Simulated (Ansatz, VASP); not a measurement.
# Zn6O in VASP and in Ansatz

```
Zn O
1.0
     5.07738    0.00000    0.00000
    -2.53869    4.39714    0.00000
     0.00000    0.00000    9.02967
Zn O
12 2
Cartesian
  3.2500 2.9121 3.4444
  1.6418 0.1265 1.0704
  3.4356 0.1265 3.4444
  4.1470 1.3586 1.0704
  0.9304 1.3586 3.4444
  1.8273 2.9121 1.0704
  1.6083 3.0386 5.5852
  -1.6083 3.0386 7.9593
  0.7114 1.4851 7.9593
  -0.7114 1.4851 5.5852
  -0.8969 4.2707 5.5852
  0.8969 4.2707 7.9593
  0.0000 2.9314 2.2574
  2.5387 1.4657 6.7723
```

Alike in both runs: functional PBE; k mesh 6 × 6 × 4; occupations gaussian, width 0.1 eV; no spin polarisation.

Ansatz relaxed the structure, and its values are those at the end. VASP's run is a single point on that final structure, the one shown.

|  | VASP | Ansatz |
| --- | --- | --- |
| version | VASP 6.6.1 | Ansatz 0.2.0 |
| potentials or method | VASP PAW PBE potentials, release 64 (Zn, O) | scalar-relativistic, plane waves, PAW |
| plane-wave cutoff (eV) | 520 | 420 |
| valence electrons in the cell | 156 | 156 |

```csv
,VASP,Ansatz,Ansatz less VASP
gap on the k mesh at the Fermi level (eV),none,none,-
pressure (GPa),0.3,0.0,-0.34
rms of the force components (eV/Å),0.008,0.001,-0.0065
```

A gap of «none» marks a metal or a gap that the smearing closes. The functional is the same, so the differences come from potentials, cutoffs and numerics.
